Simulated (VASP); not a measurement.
# InP (F-43m) in VASP: notebook

One crystal, InP, is run at these levels: PBEsol, PBE; tasks: elastic constants, dielectric tensor.

Program: VASP 6.6.1. These are calculated values, not measurements. Logs are shortened: lines on timing, memory, paths and dates and some standing lists are left out, and cuts for length are marked.

## Step 1: Starting point

It takes space group F-43m (No. 216, cubic). The conventional cell has a = 5.861 Å, b = 5.861 Å, c = 5.861 Å, α = 90.00°, β = 90.00°, γ = 90.00°. In (site symmetry -43m) is surrounded by 4 P at 2.54 Å. P (site symmetry -43m) is surrounded by 4 In at 2.54 Å.

## Step 2: Elastic constants, PBEsol

POSCAR reads:

```
InP
1.0
    0.0000000000      2.9305000000      2.9305000000
    2.9305000000      0.0000000000      2.9305000000
    2.9305000000      2.9305000000      0.0000000000
In P
1 1
Direct
    0.0000000000      0.0000000000      0.0000000000
    0.7500000000      0.7500000000      0.7500000000
```

INCAR.step1 reads:

```
SYSTEM = InP
PREC = Accurate ; ENCUT = 600
EDIFF = 1E-8 ; ISMEAR = -1
SIGMA = 0.05 ; LREAL = .FALSE.
LASPH = .TRUE. ; NELM = 60
ALGO = Fast ; ISIF = 3
LWAVE = .FALSE. ; LCHARG = .FALSE.
GGA = PS ; IBRION = 2
NSW = 40 ; EDIFFG = -0.002
```

INCAR.step2 reads:

```
SYSTEM = InP
PREC = Accurate ; ENCUT = 600
EDIFF = 1E-8 ; ISMEAR = -1
SIGMA = 0.05 ; LREAL = .FALSE.
LASPH = .TRUE. ; NELM = 60
ALGO = Fast ; ISIF = 3
LWAVE = .FALSE. ; LCHARG = .FALSE.
GGA = PS ; IBRION = 6
NFREE = 2 ; POTIM = 0.015
NSW = 1
```

KPOINTS reads:

```
regular mesh
0
G
  6 6 6
  0 0 0
```

Potentials or basis: VASP PAW PBE potentials, release 64 (In_d, P).

The run is started by

```
$ cat potpaw_PBE.64/In_d/POTCAR potpaw_PBE.64/P/POTCAR > POTCAR
$ cp INCAR.step1 INCAR
$ mpirun -np 1 vasp_std > vasp.out
$ cp CONTCAR POSCAR
$ cp INCAR.step2 INCAR
$ mpirun -np 1 vasp_std > vasp.out
```

OUTCAR:

```text
SYSTEM = InP
   PREC = Accurate
   ENCUT = 600
   EDIFF = 1E-8
   ISMEAR = -1
   LREAL = .FALSE.
   LASPH = .TRUE.
   NELM = 60
   ISIF = 3
   GGA = PS
   IBRION = 6
   NFREE = 2
   POTIM = 0.015
   NSW = 1

 ion  position               nearest neighbor table
   1  0.000  0.000  0.000-   2 2.55   2 2.55   2 2.55   2 2.55
   2  0.750  0.750  0.750-   1 2.55   1 2.55   1 2.55   1 2.55

  LATTYP: Found a face centered cubic cell.
 ALAT       =     5.8786412065

  Lattice vectors:

 A1 = (   0.0000000000,   2.9393206032,   2.9393206032)
 A2 = (   2.9393206032,   0.0000000000,   2.9393206032)
 A3 = (   2.9393206032,   2.9393206032,   0.0000000000)

Analysis of symmetry for initial positions (statically):
=====================================================================
 Subroutine PRICEL returns:
 Original cell was already a primitive cell.

 Routine SETGRP: Setting up the symmetry group for a
 face centered cubic supercell.

 Subroutine GETGRP returns: Found 24 space group operations
 (whereof 24 operations were pure point group operations)
 out of a pool of 48 trial point group operations.

The static configuration has the point symmetry T_d .

Analysis of symmetry for dynamics (positions and initial velocities):
=====================================================================
 Subroutine PRICEL returns:
 Original cell was already a primitive cell.

 Routine SETGRP: Setting up the symmetry group for a
 face centered cubic supercell.

 Subroutine GETGRP returns: Found 24 space group operations
 (whereof 24 operations were pure point group operations)
 out of a pool of 48 trial point group operations.

The dynamic configuration has the point symmetry T_d .

 Subroutine INISYM returns: Found 24 space group operations
 (whereof 24 operations are pure point group operations),
 and found     1 'primitive' translations

[... 708 lines left out ...]
      3      -9.0798      2.00000
      4      -8.9941      2.00000
      5      -8.9726      2.00000
      6      -4.6417      2.00000
      7      -0.5196      2.00000
      8       2.8001      2.00000
      9       3.6286      2.00000
     10       7.5034      0.00000
     11       9.3178      0.00000
     12      10.6158      0.00000
     13      11.4867      0.00000

 [... further k-points ...]

------------------------ aborting loop because EDIFF is reached ----------------------------------------

  FORCE on cell =-STRESS in cart. coord.  units (eV):
  Direction    XX          YY          ZZ          XY          YZ          ZX
  --------------------------------------------------------------------------------------
  -------------------------------------------------------------------------------------
  Total        0.0016018      0.0040538      0.0040538      0.0000000     -0.1168062      0.0000000
  in kB        0.0505285      0.1278784      0.1278784      0.0000000     -3.6847279      0.0000000
  external PRESSURE =       0.1020951 kB  Pullay stress =       0.0000000 kB
[... 17 lines left out ...]
  FREE ENERGIE OF THE ION-ELECTRON SYSTEM (eV)
  ---------------------------------------------------
  free  energy   TOTEN  =        -9.1424886705 eV

  energy  without entropy=       -9.1424491564  energy(sigma->0) =       -9.14246891

 INTERNAL STRAIN TENSORS FROM STRAINED CELLS
 ============================================

 INTERNAL STRAIN TENSOR FOR ION    1 for displacements in x,y,z  (eV/Angst):
          X           Y           Z          XY          YZ          ZX
  --------------------------------------------------------------------------------
  x     0.00000    -0.00000     0.00000     0.00000    -7.79094    -0.00000
  y    -0.00000     0.00000     0.00000     0.00000     0.00000    -7.79175
  z    -0.00000    -0.00000     0.00000    -7.79123     0.00000    -0.00000

 INTERNAL STRAIN TENSORS FROM DISPLACED ATOMS
 ============================================

 INTERNAL STRAIN TENSOR FOR ION    1 for displacements in x,y,z  (eV/Angst):
          X           Y           Z          XY          YZ          ZX
  --------------------------------------------------------------------------------
  x     0.00000     0.00000     0.00000     0.00000    -7.78335     0.00000
  y     0.00000     0.00000     0.00000     0.00000     0.00000    -7.78335
  z     0.00000     0.00000     0.00000    -7.78335     0.00000     0.00000

 INTERNAL STRAIN TENSOR FOR ION    2 for displacements in x,y,z  (eV/Angst):
          X           Y           Z          XY          YZ          ZX
  --------------------------------------------------------------------------------
  x     0.00000     0.00000     0.00000     0.00000     7.80194     0.00000
  y    -0.00000     0.00000    -0.00000     0.00000     0.00000     7.80194
  z     0.00000     0.00000     0.00000     7.80194     0.00000     0.00000

 Eigenvectors and eigenvalues of the dynamical matrix
 ----------------------------------------------------

   1 f  =    8.852598 THz    55.622513 2PiTHz  295.290879 cm-1    36.611386 meV
             X         Y         Z           dx          dy          dz
      0.000000  0.000000  0.000000    -0.460888    0.000000    0.000000
      4.408981  4.408981  4.408981     0.887458    0.000000    0.000000
[... 21 lines left out ...]
   6 f/i=    0.000353 THz     0.002215 2PiTHz    0.011760 cm-1     0.001458 meV
             X         Y         Z           dx          dy          dz
      0.000000  0.000000  0.000000    -0.887458    0.000000    0.000000
      4.408981  4.408981  4.408981    -0.460888    0.000000    0.000000

--------------------------------------------------------------------------------------------------------

 ELASTIC MODULI CONTR FROM IONIC RELAXATION (kBar)
 Direction    XX          YY          ZZ          XY          YZ          ZX
 --------------------------------------------------------------------------------
 XX          -0.0000      0.0000      0.0000     -0.0000      0.0000      0.0000
 YY           0.0000     -0.0000     -0.0000     -0.0000     -0.0000      0.0000
 ZZ           0.0000     -0.0000     -0.0000      0.0000     -0.0000      0.0000
 XY          -0.0000     -0.0000      0.0000   -244.9170      0.0000      0.0000
 YZ           0.0000     -0.0000     -0.0000      0.0000   -244.9170      0.0000
 ZX           0.0000      0.0000      0.0000      0.0000      0.0000   -244.9170
 --------------------------------------------------------------------------------

 TOTAL ELASTIC MODULI (kBar)
 Direction    XX          YY          ZZ          XY          YZ          ZX
 --------------------------------------------------------------------------------
 XX         953.0816    529.1347    529.1347     -0.0000      0.0000      0.0000
 YY         529.1347    953.0816    529.1347     -0.0000     -0.0000      0.0000
 ZZ         529.1347    529.1347    953.0816      0.0000     -0.0000      0.0000
 XY          -0.0000     -0.0000      0.0000    433.8129      0.0000      0.0000
 YZ           0.0000     -0.0000     -0.0000      0.0000    433.8129      0.0000
 ZX           0.0000      0.0000      0.0000      0.0000      0.0000    433.8129
 --------------------------------------------------------------------------------
```

OUTCAR.step1:

```text
SYSTEM = InP
   PREC = Accurate
   ENCUT = 600
   EDIFF = 1E-8
   ISMEAR = -1
   LREAL = .FALSE.
   LASPH = .TRUE.
   NELM = 60
   ISIF = 3
   GGA = PS
   IBRION = 2
   NSW = 40
[... 275 lines left out ...]
      1      -9.1388      2.00000
      2      -9.1388      2.00000
      3      -9.1388      2.00000
      4      -8.9891      2.00000
      5      -8.9891      2.00000
      6      -6.4866      2.00000
      7       5.0005      1.99593
      8       5.0005      1.99593
      9       5.0005      1.99593
     10       5.5642      0.01236
     11       9.0116      0.00000
     12       9.0116      0.00000
     13       9.0116      0.00000
[... 267 lines left out ...]
  FREE ENERGIE OF THE ION-ELECTRON SYSTEM (eV)
  ---------------------------------------------------
  free  energy   TOTEN  =        -9.1433242481 eV

  energy  without entropy=       -9.1432860240  energy(sigma->0) =       -9.14330514

 reached required accuracy - stopping structural energy minimisation
```

OSZICAR.step1:

```text
N       E                     dE             d eps       ncg     rms          rms(c)
DAV:   1     0.115525191653E+03    0.11553E+03   -0.93263E+03   416   0.173E+03
DAV:   2    -0.930248836689E+00   -0.11646E+03   -0.11309E+03   421   0.346E+02
DAV:   3    -0.931480177504E+01   -0.83846E+01   -0.83243E+01   556   0.950E+01
[... 47 lines left out ...]
RMM:   8    -0.914332454323E+01   -0.43740E-08   -0.17098E-06   562   0.139E-02    0.399E-02
RMM:   9    -0.914332440726E+01    0.13596E-06   -0.20340E-07   477   0.571E-03    0.321E-02
RMM:  10    -0.914332426249E+01    0.14477E-06   -0.19950E-07   450   0.781E-03    0.195E-02
RMM:  11    -0.914332425072E+01    0.11769E-07   -0.40180E-08   340   0.224E-03    0.186E-02
RMM:  12    -0.914332424810E+01    0.26187E-08   -0.26139E-08   311   0.171E-03
   3 F= -.91433242E+01 E0= -.91433051E+01  d E =-.871505E-03
```

Wall time 29 min (1 thread of AMD EPYC, shared host); peak memory 0.25 GiB.

What came out:

| Property | Result |
| --- | --- |
| Relaxed volume | 25.39 Å³/atom |
| Relaxed cell | a = 4.157 Å, b = 4.157 Å, c = 4.157 Å, α = 60.00°, β = 60.00°, γ = 60.00° |
| Space group after relaxing (to 0.05 Å) | F-43m (No. 216) |
| Elastic constants C11, C12, C44 | 95, 53, 43 GPa |
| Voigt bulk modulus | 67 GPa |
| Highest phonon frequency at Γ, LO-TO splitting left out | 295 cm⁻¹ |

The path:
| step | energy change (eV) | largest force (eV/Å) | pressure (GPa) | volume (Å³) |
| --- | --- | --- | --- | --- |
| 1 | 0.0000 | 0.0000 | 0.62 | 50.33 |
| 2 | -0.0006 | 0.0000 | -0.33 | 51.05 |
| 3 | -0.0009 | 0.0000 | 0.01 | 50.79 |

Final structure:
```yaml
crystal:
  lattice:
    - [0.00000, 2.93932, 2.93932]
    - [2.93932, 0.00000, 2.93932]
    - [2.93932, 2.93932, 0.00000]
  atoms:
    - { symbol: In, position: [0.00000, 0.00000, 0.00000] }
    - { symbol: P, position: [0.75000, 0.75000, 0.75000] }
```

Phonon frequencies in cm⁻¹ (negative: imaginary):
```
              q point        frequencies
(0.000, 0.000, 0.000)  0 0 0 295 295 295
```

Elastic tensor in Voigt notation (GPa, in the Cartesian axes of the cell as first typed):
```
95 53 53  0  0  0
53 95 53  0  0  0
53 53 95  0  0  0
 0  0  0 43  0  0
 0  0  0  0 43  0
 0  0  0  0  0 43
```

Clamped-ion elastic tensor (GPa):
```
95 53 53  0  0  0
53 95 53  0  0  0
53 53 95  0  0  0
 0  0  0 68  0  0
 0  0  0  0 68  0
 0  0  0  0  0 68
```

Caveat: the PAW data sets were made with another functional, which shifts forces and pressure a little.

(Part 1 of 3 ends here.)
